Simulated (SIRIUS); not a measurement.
ZrC under changes of volume

One of the cells (13.493 Å³/atom); the others are scaled copies at fixed shape and fractional positions:

```
CELL_PARAMETERS angstrom
0.00000 2.38066 2.38066
2.38066 0.00000 2.38066
2.38066 2.38066 0.00000
ATOMIC_POSITIONS crystal
Zr 0.50000 0.50000 0.50000
C 0.00000 0.00000 0.00000
```

* Program: SIRIUS 7.10.0
* Functional: PBEsol
* Potentials or basis: PseudoDojo 0.4.1 PBEsol standard (scalar relativistic)
* Cutoff: 1127 eV
* Density cutoff: 4507 eV
* k mesh: 10 × 10 × 10
* Occupations: fermi-dirac, width 0.05 eV
* Spin: no spin polarisation

```tsv
volume (Å³/atom)	energy over the lowest point (meV/atom)	pressure (GPa)
12.434	5.44	5.9
12.699	0.00	0.7
12.963	2.78	-4.0
13.493	?	?
13.757	52.61	-15.6
14.022	80.83	-18.7
```

What does the run at 13.493 Å³/atom give?

Energy over the lowest point 29.78 meV/atom; pressure -12.1 GPa.

Worked out: A Birch-Murnaghan fit of order 3 (a polynomial in V^(-2/3)) to the other rows has its minimum at 12.74 Å³/atom with B0 = V·E''(V) = 236 GPa and B' = 4.2. It gives 29.85 meV/atom at 13.493 Å³/atom, against the run's 29.78, and -dE/dV = -12.1 GPa, against -12.1.

Energies are extrapolated to zero smearing.
